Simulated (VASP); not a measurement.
GaAs:

```
Ga As
1.0
     0.00000    2.87509    2.87509
     2.87509    0.00000    2.87509
     2.87509    2.87509    0.00000
Ga As
1 1
Direct
  0.00000 0.00000 0.00000
  0.75000 0.75000 0.75000
```

The cell is a database's computed one.

* Program: VASP 6.6.1
* Task: relaxation of cell and atoms
* Functional: PBEsol
* Potentials or basis: VASP PAW PBE potentials, release 64 (Ga_d, As)
* Cutoff: 600 eV
* k mesh: 10 × 10 × 10
* Occupations: gaussian, width 0.01 eV
* Spin: no spin polarisation

At the start: pressure -2.9 GPa; volume 23.77 Å³/atom.

Question: Where does the relaxation end?

Answer: Over 3 steps the energy falls by 9.9 meV/atom and the volume is 22.70 Å³/atom (-4.5 %); space group F-43m (No. 216, to 0.05 Å).

Step by step:
```
step  energy change (eV)  largest force (eV/Å)  pressure (GPa)  volume (Å³)
   1              0.0000                0.0000           -2.88        47.53
   2             -0.0172                0.0000            1.18        44.65
   3             -0.0199                0.0000            0.00        45.40
```

Final structure:
```
Ga As
1.0
     0.00000    2.83143    2.83143
     2.83143    0.00000    2.83143
     2.83143    2.83143    0.00000
Ga As
1 1
Cartesian
  0.0000 0.0000 0.0000
  4.2472 4.2472 4.2472
```

Caveat: the PAW data sets were made with another functional, which shifts forces and pressure a little.
